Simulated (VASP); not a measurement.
Set up this calculation in VASP 6.6.1, as the native input.

```yaml
Task: relaxation of cell and atoms
Functional: LDA
Potentials_or_basis: VASP PAW LDA potentials, release 64 (Zn)
Cutoff: 600 eV
k_mesh: 21 × 21 × 9
Occupations: methfessel-paxton, width 0.1 eV
Spin: no spin polarisation
Further_INCAR_settings: ALGO = Normal; EDIFF = 1e-06; IBRION = 2; EDIFFG = -0.01; NSW = 90; ISIF = 3
```

The structure of Zn lies in POSCAR:

```
Zn
1.0
    2.6700000000      0.0000000000      0.0000000000
   -1.3350000000      2.3122878281      0.0000000000
    0.0000000000      0.0000000000      4.9660000000
Zn
2
Direct
    0.3333333333      0.6666666667      0.2500000000
    0.6666666667      0.3333333333      0.7500000000
```

One way to write it, as run:

INCAR

```
SYSTEM = Zn
PREC = Accurate ; ENCUT = 600
EDIFF = 1E-6 ; ISMEAR = 1
SIGMA = 0.1 ; LREAL = .FALSE.
LASPH = .TRUE. ; NELM = 80
ALGO = Normal ; ISIF = 3
LWAVE = .FALSE. ; LCHARG = .FALSE.
IBRION = 2 ; NSW = 90
EDIFFG = -0.01
```

KPOINTS

```
Automatic mesh
0
G
  21 21 9
  0 0 0
```

Potentials or basis: VASP PAW LDA potentials, release 64 (Zn).

Launch:

```console
$ cat potpaw_LDA.64/Zn/POTCAR > POTCAR
$ mpirun -np 1 vasp_std > vasp.out
```

Results of the run:

The relaxed volume is 13.69 Å³/atom, the relaxed cell is a = 2.565 Å, b = 2.565 Å, c = 4.803 Å, α = 90.00°, β = 90.00°, γ = 120.00° and the space group after relaxing (to 0.05 Å) is P6_3/mmc (No. 194). The energy gained by relaxing is 52.7 meV/atom. The ionic steps are 10 and the pressure after relaxing is 0.0 GPa. The band gap on the k mesh is none (metal or under the smearing width).

Caveat: the volume moved by -11 % from the deposited cell, more than functionals usually miss.

Run time: 3.2 min on 1 thread of Intel(R) Xeon(R) 6975P-C (Granite Rapids), on a shared host, peak memory 0.25 GiB.
